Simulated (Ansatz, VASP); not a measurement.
## Two plane-wave programs on P

Contents of INCAR:

```
SYSTEM = P
ALGO = Normal
EDIFF = 1E-6
ENCUT = 520
GGA = PS
ISIF = 2
ISMEAR = 0
LASPH = .True.
LCHARG = .True.
LELF = .True.
LREAL = .False.
LVHAR = .True.
LWAVE = .False.
NBANDS = 8
NELM = 80
PREC = Accurate
SIGMA = 0.15
```

KPOINTS

```
k-points
0
Gamma
  12 12 12
  0 0 0
```

Contents of POSCAR:

```
P
1.0
    4.4865501003      0.0000000000      0.0000000000
    0.0000000000      4.4865501003      0.0000000000
    0.0000000000      0.0000000000      4.1591000000
P
1
Direct
    0.0000000000      0.0000000000      0.0000000000
```

Input for Ansatz:

```yaml
crystal:
  lattice:
    - [4.4865501003, 0.0, 0.0]
    - [0.0, 4.4865501003, 0.0]
    - [0.0, 0.0, 4.1591]
  atoms:
    - { symbol: P, position: [0.0, 0.0, 0.0] }
basis:
  ecutwfc: 420
kpoints:
  mp_grid: { grid: [12, 12, 12] }
hamiltonian:
  xc: pbesol
scf:
  occupations: { method: gaussian, width: 0.15 }
output:
  forces: true
  stress: true
  eigenvalues: true
  write_density: true
  write_potential: true
  elf: true
  volumetric_format: npy
```

Change from the starting cell: strain +0.050 along x and y, -0.050 along z, atoms carried along.

Alike in both runs: task single point; functional PBEsol; k mesh 12 × 12 × 12; occupations gaussian, width 0.15 eV; no spin polarisation.

```csv
,VASP,Ansatz
version,VASP 6.6.1,Ansatz 0.2.0
potentials or method,"VASP PAW PBE potentials, release 64 (P)","scalar-relativistic, plane waves, PAW"
plane-wave cutoff (eV),520,420
valence electrons in the cell,5,5
```

|  | VASP | Ansatz | Ansatz less VASP |
| --- | --- | --- | --- |
| gap on the k mesh at the Fermi level (eV) | none | none | - |
| pressure (GPa) | -3.5 | -3.5 | +0.01 |
| largest component of the traceless stress (GPa) | 0.83 | 0.83 | 0.000 |

A gap of «none» marks a metal or a gap that the smearing closes. Ansatz warned: «xc_potential_rough_in_thin_density».

Caveats: the PAW data sets were made with another functional, which shifts forces and pressure a little (VASP).
